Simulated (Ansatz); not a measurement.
# BaTiO3: compression at zero temperature

An exercise on one series of results from a longer session: the logs are not shown, and one member is left open.

Computed with Ansatz 0.2.0 (DFT r2SCAN, scalar-relativistic, plane waves, PAW, unless a step's input says otherwise).

1 further run of the same task is left out (set aside as unsound or not needed).

**The system as given**

The structure is cubic, space group Pm-3m (No. 221). Conventional cell: a = 3.994 Å, b = 3.994 Å, c = 3.994 Å, α = 90.00°, β = 90.00°, γ = 90.00°. Ba (site symmetry m-3m) has 12 O at 2.82 Å as nearest neighbours. Ti (site symmetry m-3m) is surrounded by 6 O at 2.00 Å. Around O (site symmetry 4/mmm) lie 2 Ti at 2.00 Å and 4 Ba at 2.82 Å.

Coordinates:

```
CELL_PARAMETERS angstrom
3.99404 0.00000 0.00000
0.00000 3.99404 0.00000
0.00000 0.00000 3.99404
ATOMIC_POSITIONS crystal
Ba 0.50000 0.50000 0.50000
Ti 0.00000 0.00000 0.00000
O 0.50000 0.00000 0.00000
O 0.00000 0.50000 0.00000
O 0.00000 0.00000 0.50000
```

It goes back to an entry of the Materials Project, which need not be the stable form.

This cell was relaxed beforehand with the same method: volume 12.74 Å³/atom, gap on the mesh 2.17 eV.

The first run:

Input file input.yaml:

```yaml
crystal:
  lattice:
    - [3.9940387845, 0.0, 0.0]
    - [0.0, 3.9940387845, 0.0]
    - [0.0, 0.0, 3.9940387845]
  atoms:
    - { symbol: Ba, position: [0.5, 0.5, 0.5] }
    - { symbol: Ti, position: [0.0, 0.0, 0.0] }
    - { symbol: O, position: [0.5, 0.0, 0.0] }
    - { symbol: O, position: [0.0, 0.5, 0.0] }
    - { symbol: O, position: [0.0, 0.0, 0.5] }
basis:
  ecutwfc: 500
kpoints:
  mp_grid: { grid: [8, 8, 8] }
  band_path: { path: [VBM, CBM], npoints: 2 }
hamiltonian:
  xc: r2scan
scf:
  occupations: { method: gaussian, width: 0.02 }
output:
  forces: true
  stress: true
  eigenvalues: true
checkpoint:
  read: start.run
  write: ck
  compress: false
  write_wavefunctions: false
  write_every: 100000
```

On the command line:

```
ansatz run input.yaml --threads 1 --pin off --max-ram 2560MiB --backend cpu --events-out ev --progress --plain --runs-dir out
```

Among the steps run: Band edges over the zone; -1 GPa; Seeking the band edges at -1 GPa; 1 GPa; The gap over the whole zone at 1 GPa; Relaxing at 4 GPa; Seeking the band edges at 4 GPa; 12 GPa; Band edges over the zone at 12 GPa; 25 GPa; Seeking the band edges at 25 GPa; Target pressure 50 GPa; Band edges over the zone at 50 GPa; Relaxing at 90 GPa; Seeking the band edges at 90 GPa.

One of the session's tables, all rows but one given; the rest of the session is left out.

Lengths are those of the vectors of the cell that was run:

```
P (GPa)  V (Å³/atom)  a (Å)  b (Å)  c (Å)  ΔH (eV/atom)
     -1        12.81  4.001  4.001  4.001        -0.080
      0        12.74  3.994  3.994  3.994         0.000
      1        12.68  3.987  3.987  3.987         0.079
      4            ?      ?      ?      ?             ?
     12        12.02  3.918  3.918  3.918         0.926
     25        11.43  3.852  3.852  3.852         1.876
     50        10.60  3.756  3.756  3.756         3.592
     90         9.70  3.647  3.647  3.647         6.118
```

**Question.** Estimate the row for P (GPa) = 4.

Worked estimate for «V (Å³/atom)». A straight line through the neighbours (1, 12.68) and (12, 12.02) gives 12.68 + (12.02 − 12.68) × (4 − 1) / (12 − 1) = 12.50; a parabola fitted to 4 rows on both sides gives 12.48.

**Answer.** V (Å³/atom): 12.47; a (Å): 3.966; b (Å): 3.966; c (Å): 3.966; ΔH (eV/atom): 0.315. In «V (Å³/atom)» the line misses by +0.03 and the parabola by +0.01.

ΔH is E + PV over the energy at zero pressure; a, b and c are the vectors of the computed cell.

To keep in mind: Other structures may take over in this range; these runs cannot find them.
